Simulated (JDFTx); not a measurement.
# TiC (Fm-3m) in JDFTx: reference runs

Aim: a first look at TiC with PBE, on the cell as given and on a disturbed one, and energy against volume gives the equilibrium volume and stiffness.

All numbers are computed with JDFTx 1.7.0 (patched build); they aren't measurements. Logs are shortened: lines on timing, memory, paths and dates and some standing lists are left out, and cuts for length are marked. The log counts tension as positive stress, the text compression.

## Step 1: Starting point

It takes space group Fm-3m (No. 225, cubic). The conventional cell has a = 4.331 Å, b = 4.331 Å, c = 4.331 Å, α = 90.00°, β = 90.00°, γ = 90.00°. Ti (site symmetry m-3m) has 6 C at 2.17 Å as nearest neighbours. Around C (site symmetry m-3m) lie 6 Ti at 2.17 Å.

The cell is a database's computed one.

## Step 2: Single point, PBE

TiC.in

```
lattice \
    0.0000000000     4.0926154775     4.0926154775 \
    4.0926154775     0.0000000000     4.0926154775 \
    4.0926154775     4.0926154775     0.0000000000
coords-type Lattice
ion Ti     0.0000000000     0.0000000000     0.0000000000 1
ion C      0.5000000000     0.5000000000     0.5000000000 1

ion-species pseudo/Ti.upf
ion-species pseudo/C.upf
elec-cutoff 42
elec-ex-corr gga-PBE
kpoint-folding 11 11 11
elec-smearing Fermi 0.0018374661
elec-n-bands 14
electronic-SCF nIterations 100 energyDiffThreshold 1e-08
electronic-minimize nIterations 30 energyDiffThreshold 1e-7
converge-empty-states yes
forces-output-coords Cartesian

dump-name run.$VAR
dump End Ecomponents EigStats BandEigs Kpoints Forces Stress
```

Potentials or basis: PseudoDojo-SR-PBE-0.5-standard.

Command:

```
jdftx -c 1 -i TiC.in -o TiC.out
```

Log:

```text
*************** JDFTx 1.7.0 (patched build) ***************

[... 9 lines left out ...]
---------- Initializing the Grid ----------
R =
[            0      4.09262      4.09262  ]
[      4.09262            0      4.09262  ]
[      4.09262      4.09262            0  ]
unit cell volume = 137.099
G =
[  -0.767625   0.767625   0.767625  ]
[   0.767625  -0.767625   0.767625  ]
[   0.767625   0.767625  -0.767625  ]
Minimum fftbox size, Smin = [  36  36  36  ]
Chosen fftbox size, S = [  36  36  36  ]

---------- Exchange Correlation functional ----------
Initalized PBE GGA exchange.
Initalized PBE GGA correlation.

---------- Setting up pseudopotentials ----------
Width of ionic core gaussian charges (only for fluid interactions / plotting) set to 0

Reading pseudopotential file 'pseudo/Ti.upf':
  'Ti' pseudopotential, 'PBE' functional
  Generated using ONCVPSP code by D. R. Hamann
  12 valence electrons, 4 orbitals, 6 projectors, 1001 radial grid points, with lMax = 2
    3S    l: 0   occupation:  2.0   eigenvalue: -2.301740
    3P    l: 1   occupation:  6.0   eigenvalue: -1.428110
    3D    l: 2   occupation:  2.0   eigenvalue: -0.156511
    4S    l: 0   occupation:  2.0   eigenvalue: -0.164159
  Core radius for overlap checks: 1.61 bohrs.

Reading pseudopotential file 'pseudo/C.upf':
  'C' pseudopotential, 'PBE' functional
  Generated using ONCVPSP code by D. R. Hamann
  4 valence electrons, 2 orbitals, 4 projectors, 1001 radial grid points, with lMax = 1
    2S    l: 0   occupation:  2.0   eigenvalue: -0.505335
    2P    l: 1   occupation:  2.0   eigenvalue: -0.194238
  Core radius for overlap checks: 1.21 bohrs.

Initialized 2 species with 2 total atoms.

Folded 1 k-points by 11x11x11 to 1331 k-points.

---------- Setting up k-points, bands, fillings ----------
Reduced to 56 k-points under symmetry.
Computing the number of bands and number of electrons
Calculating initial fillings.
nElectrons:  16.000000   nBands: 14   nStates: 56

----- Setting up reduced wavefunction bases (one per k-point) -----
average nbasis = 1782.064 , ideal nbasis = 1782.382

---------- Setting up ewald sum ----------
Optimum gaussian width for ewald sums = 1.858795 bohr.
Real space sum over 1331 unit cells with max indices [  5  5  5  ]
Reciprocal space sum over 2197 terms with max indices [  6  6  6  ]

---------- Allocating electronic variables ----------
Initializing wave functions:  linear combination of atomic orbitals
Ti pseudo-atom occupations:   s ( 2 2 )  p ( 6 )  d ( 2 )
C pseudo-atom occupations:   s ( 2 )  p ( 2 )
	FillingsUpdate:  mu: +0.432193608  nElectrons: 16.000000
LCAOMinimize: Iter:   0  F: -63.7794665250301733  |grad|_K:  1.250e-02  alpha:  1.000e+00
	FillingsUpdate:  mu: +0.571466281  nElectrons: 16.000000
LCAOMinimize: Iter:   1  F: -64.0654088471562773  |grad|_K:  2.522e-04  alpha:  2.323e-01  linmin: -5.637e-02  cgtest:  4.688e-01
LCAOMinimize: Encountered beta<0, resetting CG.
[... 8 lines of inner loops ...]
LCAOMinimize: Encountered beta<0, resetting CG.
	FillingsUpdate:  mu: +0.569261524  nElectrons: 16.000000
LCAOMinimize: Iter:   5  F: -64.0657486377715202  |grad|_K:  7.647e-08  alpha:  5.559e-01  linmin: -2.993e-03  cgtest:  1.294e-02
LCAOMinimize: Converged (|Delta F|<1.000000e-06 for 2 iters).

-------- Electronic minimization -----------
Will mix electronic density at each iteration.
	FillingsUpdate:  mu: +0.569261524  nElectrons: 16.000000
	FillingsUpdate:  mu: +0.558237518  nElectrons: 16.000000
SCF: Cycle:  0   F: -64.100751083124393   dF: -3.500e-02   |Residual|: 7.158e-02   |deigs|: 3.470e-02
	FillingsUpdate:  mu: +0.549509572  nElectrons: 16.000000
SCF: Cycle:  1   F: -64.102676338330838   dF: -1.925e-03   |Residual|: 3.257e-02   |deigs|: 1.343e-02
	FillingsUpdate:  mu: +0.542949081  nElectrons: 16.000000
SCF: Cycle:  2   F: -64.103155880578356   dF: -4.795e-04   |Residual|: 7.824e-03   |deigs|: 8.994e-03
	FillingsUpdate:  mu: +0.544535023  nElectrons: 16.000000
SCF: Cycle:  3   F: -64.103155210279297   dF: +6.703e-07   |Residual|: 5.009e-03   |deigs|: 1.891e-03
	FillingsUpdate:  mu: +0.544201885  nElectrons: 16.000000
SCF: Cycle:  4   F: -64.103171745838168   dF: -1.654e-05   |Residual|: 2.478e-03   |deigs|: 2.861e-04
	FillingsUpdate:  mu: +0.543735298  nElectrons: 16.000000
SCF: Cycle:  5   F: -64.103174789634508   dF: -3.044e-06   |Residual|: 2.366e-04   |deigs|: 6.563e-04
	FillingsUpdate:  mu: +0.543792561  nElectrons: 16.000000
SCF: Cycle:  6   F: -64.103174959395673   dF: -1.698e-07   |Residual|: 1.851e-04   |deigs|: 7.126e-05
	FillingsUpdate:  mu: +0.543760902  nElectrons: 16.000000
SCF: Cycle:  7   F: -64.103175004755826   dF: -4.536e-08   |Residual|: 1.105e-04   |deigs|: 3.947e-05
	FillingsUpdate:  mu: +0.543760840  nElectrons: 16.000000
SCF: Cycle:  8   F: -64.103175012809828   dF: -8.054e-09   |Residual|: 1.219e-04   |deigs|: 9.225e-06
	FillingsUpdate:  mu: +0.543762405  nElectrons: 16.000000
SCF: Cycle:  9   F: -64.103175012818781   dF: -8.953e-12   |Residual|: 1.142e-04   |deigs|: 1.188e-05
SCF: Converged (|Delta E|<1.000000e-08 for 2 iters).

Setting wave functions to eigenvectors of Hamiltonian
Converging empty states (this may take a while): |deigs|: 4.389e-05

# Stress tensor in Cartesian coordinates [Eh/a0^3]:
[ -1.07637e-05            0            0  ]
[            0 -1.07637e-05            0  ]
[            0            0 -1.07637e-05  ]

# Ionic positions in lattice coordinates:
ion Ti   0.000000000000000   0.000000000000000   0.000000000000000 1
ion C   0.500000000000000   0.500000000000000   0.500000000000000 1

# Forces in Cartesian coordinates:
force Ti  -0.000000000000000  -0.000000000000000   0.000000000000000 1
force C   0.000000000000000  -0.000000000000000  -0.000000000000000 1

# Energy components:
   Eewald =      -51.2015050895754769
       EH =       11.4095213586404522
     Eloc =      -42.5959016828554979
      Enl =        0.5375357338409728
      Exc =      -10.8817266719838006
 Exc_core =        1.3377161073200687
       KE =       27.2912712581921291
-------------------------------------
     Etot =      -64.1030889864211559
       TS =        0.0000860263976298
-------------------------------------
        F =      -64.1031750128187809

IonicMinimize: Iter:   0  F: -64.103175012818781  |grad|_K:        nan
IonicMinimize: None of the convergence criteria satisfied after 0 iterations.

#--- Lowdin population analysis ---
# oxidation-state Ti +0.850
# oxidation-state C -0.805

Dumping 'run.eigStats' ...
	eMin: -1.537253 at state 0 ( [ +0.000000 +0.000000 +0.000000 ] spin 0 )
	HOMO: +0.538514 at state 34 ( [ +0.000000 +0.454545 +0.454545 ] spin 0 )
	mu  : +0.543780
	LUMO: +0.547235 at state 25 ( [ +0.000000 +0.272727 +0.363636 ] spin 0 )
	eMax: +1.052079 at state 54 ( [ +0.181818 +0.454545 -0.363636 ] spin 0 )
	HOMO-LUMO gap: +0.008721
	Optical gap  : +0.010278 at state 1 ( [ +0.000000 +0.000000 +0.090909 ] spin 0 )
Done!
[note: the HOMO, LUMO and gaps printed at the end count levels as full or empty at half filling, so they show a gap where a level is partly filled]
```

It took 61 s on 1 thread of Arm Neoverse V1, shared host; peak memory 0.09 GiB.

What came out:

* Free energy: -1744.3363 eV
* Pressure: 0.3 GPa
* Band gap on the k mesh: none (metal or under the smearing width)
* Loewdin charges: Ti +0.85; C -0.81 e

Levels at points of the mesh, in eV from the Fermi level:
```csv
k point,band 4,band 5,band 6,band 7,band 8,band 9,band 10,band 11
"(0.00, 0.00, 0.00)",-32.67,-12.47,0.64,0.64,0.64,1.61,1.61,1.61
```

## Step 3: Single point, PBE (atoms moved at random, drawn with an rms of 0.05 Å)

TiC.in: that of step 2 with these lines changed.

```diff
@@ -5,4 +5,4 @@
 coords-type Lattice
-ion Ti     0.0000000000     0.0000000000     0.0000000000 1
-ion C      0.5000000000     0.5000000000     0.5000000000 1
+ion Ti    -0.0179180000     0.0215340000    -0.0071780000 1
+ion C      0.4843900000     0.5074340000     0.5141740000 1
```

Potentials or basis: PseudoDojo-SR-PBE-0.5-standard.

Command:

```
jdftx -c 1 -i TiC.in -o TiC.out
```

Wall time 11 min (1 thread of Arm Neoverse V1, shared host); peak memory 0.78 GiB.

The run converged. Its results:

```
Free energy            : -1744.3198 eV
Pressure               : 0.8 GPa
Largest force          : 0.551 eV/Å
Band gap on the k mesh : none (metal or under the smearing width)
Loewdin charges        : Ti +0.85; C -0.81 e
```

Forces in eV/Å, atoms in the order of the input:
```
Ti   0.147  0.474 -0.239
C   -0.147 -0.474  0.239
```

Stress tensor (GPa, compression positive):
```
 0.50 -0.13  0.07
-0.13  1.19  0.21
 0.07  0.21  0.62
```

Levels at points of the mesh, in eV from the Fermi level:
| k point | band 5 | band 6 | band 7 | band 8 | band 9 | band 10 | band 11 | band 12 |
| --- | --- | --- | --- | --- | --- | --- | --- | --- |
| (0.00, 0.00, 0.00) | -12.48 | 0.49 | 0.53 | 0.62 | 1.18 | 1.47 | 1.75 | 1.91 |

Caveat: forces may be off by hundredths of an eV/Å.

## Step 4: Equation of state, PBE, 9.55 Å³/atom (volume scaled by 0.94)

TiC.in

```
lattice \
    0.0000000000     4.0090692702     4.0090692702 \
    4.0090692702     0.0000000000     4.0090692702 \
    4.0090692702     4.0090692702     0.0000000000
coords-type Lattice
ion Ti     0.0000000000     0.0000000000     0.0000000000 1
ion C      0.5000000000     0.5000000000     0.5000000000 1

ion-species pseudo/Ti.upf
ion-species pseudo/C.upf
elec-cutoff 42
elec-ex-corr gga-PBE
kpoint-folding 11 11 11
elec-smearing Fermi 0.0018374661
elec-n-bands 14
electronic-SCF nIterations 100 energyDiffThreshold 1e-08
electronic-minimize nIterations 30 energyDiffThreshold 1e-7
forces-output-coords Cartesian

dump-name run.$VAR
dump End Ecomponents EigStats BandEigs Kpoints Forces Stress
```

Command:

```
jdftx -c 1 -i TiC.in -o TiC.out
```

Wall time 55 s (1 thread of Arm Neoverse V1, shared host); peak memory 0.09 GiB.

It converged, with:

| Item | Value |
| --- | --- |
| Free energy | -1744.2695 eV |
| Pressure | 18.0 GPa |
| Band gap on the k mesh | none (metal or under the smearing width) |
| Loewdin charges | Ti +0.82; C -0.77 e |

## Step 5: Equation of state, PBE, 9.75 Å³/atom (volume scaled by 0.96)

TiC.in: that of step 4 with these lines changed.

```diff
@@ -1,5 +1,5 @@
 lattice \
-    0.0000000000     4.0090692702     4.0090692702 \
-    4.0090692702     0.0000000000     4.0090692702 \
-    4.0090692702     4.0090692702     0.0000000000
+    0.0000000000     4.0373030826     4.0373030826 \
+    4.0373030826     0.0000000000     4.0373030826 \
+    4.0373030826     4.0373030826     0.0000000000
 coords-type Lattice
```

Command:

```
jdftx -c 1 -i TiC.in -o TiC.out
```

Run time: 56 s. Hardware: 1 thread of Arm Neoverse V1, shared host; peak memory 0.09 GiB.

The run converged. Its results:

| Item | Value |
| --- | --- |
| Free energy | -1744.3069 eV |
| Pressure | 11.5 GPa |
| Band gap on the k mesh | none (metal or under the smearing width) |
| Loewdin charges | Ti +0.83; C -0.78 e |

[end of part 1 of 2]
